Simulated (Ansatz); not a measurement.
Level of theory: Ansatz, DFT PBE, scalar-relativistic, plane waves, PAW. All cells share a 420 eV cutoff and Γ-centred k meshes spaced at most about 0.3 Å⁻¹ (about 0.25 or finer for metals, 2π included). Spin is collinear in cells that carry moments; the others ran without spin or lost their moments.

All energies are static (0 K, no zero-point motion).

Question: Order these relaxed structures of Zn₅O by energy, lowest first, with the energy over the lowest of them.
A.
(no moments)
```
Zn O
1.0
     5.06397    0.00000    0.00000
    -2.53198    4.38552    0.00000
     0.00000    0.00000    6.02153
Zn O
5 1
Direct
  0.00000 0.00000 0.70305
  0.50000 0.00000 0.50000
  0.00000 0.50000 0.50000
  0.50000 0.50000 0.50000
  0.00000 0.00000 0.29695
  0.00000 0.00000 0.00000
```

B.
(parallel moments up to 0.7 μB)
```
Zn O
1.0
     4.98377    0.00000    0.00000
    -2.49188    4.31607    0.00000
     0.00000    0.00000    4.44248
Zn O
5 1
Direct
  0.00000 0.50000 0.50000
  0.33333 0.66667 0.00000
  0.66667 0.33333 0.00000
  0.50000 0.00000 0.50000
  0.50000 0.50000 0.50000
  0.00000 0.00000 0.00000
```

C.
(no moments)
```
Zn O
1.0
     2.93381    0.00000    0.00000
    -1.46691    2.54076    0.00000
     0.00000    0.00000   11.14937
Zn O
5 1
Direct
  0.00000 0.00000 0.87709
  0.66667 0.33333 0.68899
  0.00000 0.00000 0.50000
  0.66667 0.33333 0.31101
  0.00000 0.00000 0.12291
  0.66667 0.33333 0.00000
```

D.
(no moments)
```
Zn O
1.0
     0.00000    3.54802    3.54802
     3.54802    0.00000    3.54802
     3.54802    3.54802    0.00000
Zn O
5 1
Direct
  0.25000 0.25000 0.25000
  0.62502 0.62502 0.62502
  0.12493 0.62502 0.62502
  0.62502 0.12493 0.62502
  0.62502 0.62502 0.12493
  0.00000 0.00000 0.00000
```

Answer: C (0 meV/atom), A (231 meV/atom), D (526 meV/atom), B (590 meV/atom). Forms: C P-6m2; A P6/mmm; D F-43m; B P6/mmm. Counting Zn atoms around O (those within 1.25 times the shortest such distance or 1.15 times the sum of covalent radii, 1.27 where that leaves under three; a plus sign parts nearer from farther groups; the shortest distance is added where it exceeds 1.18 times the sum of covalent radii): C has O 6; A has O 2; D has O 16 from 2.9 Å; B has O 6+12 from 2.9 Å. All come from invented guesses.

Another magnetic order may lie lower. Cells relaxed within their symmetry can be saddle points. Some candidate types were left out of the draw beforehand, so a known form may be missing.
